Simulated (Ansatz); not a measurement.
**Te: energy and pressure over a range of volumes**

One table from this session's results is given with a row withheld; the runs are named, their logs left out.

Computed with Ansatz 0.2.0 (DFT LDA, scalar-relativistic, unless a step's input says otherwise).

## The starting structure

The structure is trigonal, space group P3_121 (No. 152). The conventional cell has a = 4.458 Å, b = 4.458 Å, c = 5.925 Å, α = 90.00°, β = 90.00°, γ = 120.00°. Te (site symmetry 2) is surrounded by 2 Te at 2.79 Å.

As a file:

```cif
data_structure
_symmetry_space_group_name_H-M 'P 1'
_symmetry_Int_Tables_number 1
_cell_length_a 4.4580
_cell_length_b 4.4580
_cell_length_c 5.9250
_cell_angle_alpha 90.000
_cell_angle_beta 90.000
_cell_angle_gamma 120.000
_cell_volume 101.98
loop_
_atom_site_label
_atom_site_type_symbol
_atom_site_fract_x
_atom_site_fract_y
_atom_site_fract_z
_atom_site_occupancy
Te1 Te 0.74500 0.00000 0.33333 1
Te2 Te 0.00000 0.74500 0.66667 1
Te3 Te 0.25500 0.25500 0.00000 1
```

Atoms are numbered in the order of the input: Te1, Te2, Te3.

The first run:

The input, input.yaml:

```yaml
crystal:
  lattice:
    - [4.3669943424, 0.0, 0.0]
    - [-2.1834971712, 3.7819280387, 0.0]
    - [0.0, 0.0, 5.8040476941]
  atoms:
    - { symbol: Te, position: [0.745, 0.0, 0.3333333333] }
    - { symbol: Te, position: [0.0, 0.745, 0.6666666667] }
    - { symbol: Te, position: [0.255, 0.255, 0.0] }
kpoints:
  mp_grid: { grid: [9, 9, 6] }
  band_path:
    path:
      - [0.0, 0.0, 0.0]
      - [0.5, 0.0, 0.0]
      - [0.3333333333, 0.3333333333, 0.0]
      - [0.0, 0.0, 0.0]
      - [0.0, 0.0, 0.5]
      - [0.5, 0.0, 0.5]
      - [0.3333333333, 0.3333333333, 0.5]
      - [0.0, 0.0, 0.5]
      - [0.5, 0.0, 0.5]
    npoints: 5
scf:
  occupations: { method: fermi_dirac, width: 0.08 }
hamiltonian:
  xc: lda
  pseudopotentials: { kind: all_electron, lapw: { basis_error: 0.0005 } }
output:
  forces: true
  stress: true
  eigenvalues: true
```

Command:

```console
ansatz run input.yaml --threads 1 --pin off --max-ram 6144MiB --backend cpu --events-out ev --progress --plain --runs-dir out
```

Among the steps run: Volume × 0.94, LAPW; Volume × 0.94, PAW; Volume × 0.94, crystal datasets; Volume × 0.98, LAPW; Volume × 0.98, PAW; Volume × 0.98, crystal datasets; Volume × 1.01, LAPW; Volume × 1.01, PAW; Volume × 1.01, crystal datasets; Volume × 1.04, LAPW; Volume × 1.04, PAW; Volume × 1.04, crystal datasets.

One of the session's tables, all rows but one given; the rest of the session is left out.

It belongs to the step «The equation of state». 

| method | volume (Å³/atom) | largest force (eV/Å) |
| --- | --- | --- |
| LAPW | 31.953 | 0.938 |
| LAPW | 33.312 | 0.622 |
| LAPW | 34.332 | ? |
| LAPW | 35.352 | 0.224 |
| PAW | 31.953 | 0.938 |
| PAW | 33.312 | 0.622 |
| PAW | 34.332 | 0.413 |
| PAW | 35.352 | 0.225 |
| crystal datasets | 31.953 | 0.938 |
| crystal datasets | 33.312 | 0.622 |
| crystal datasets | 34.332 | 0.413 |
| crystal datasets | 35.352 | 0.224 |

Estimate the missing values for LAPW, 34.332.

The run gave: largest force (eV/Å): 0.412. In the column «largest force (eV/Å)» it lies between PAW, 35.352 (0.225) and PAW, 34.332 (0.413).

To keep in mind: Warnings in the runs' records: gradients without spin orbit, crystal datasets made.
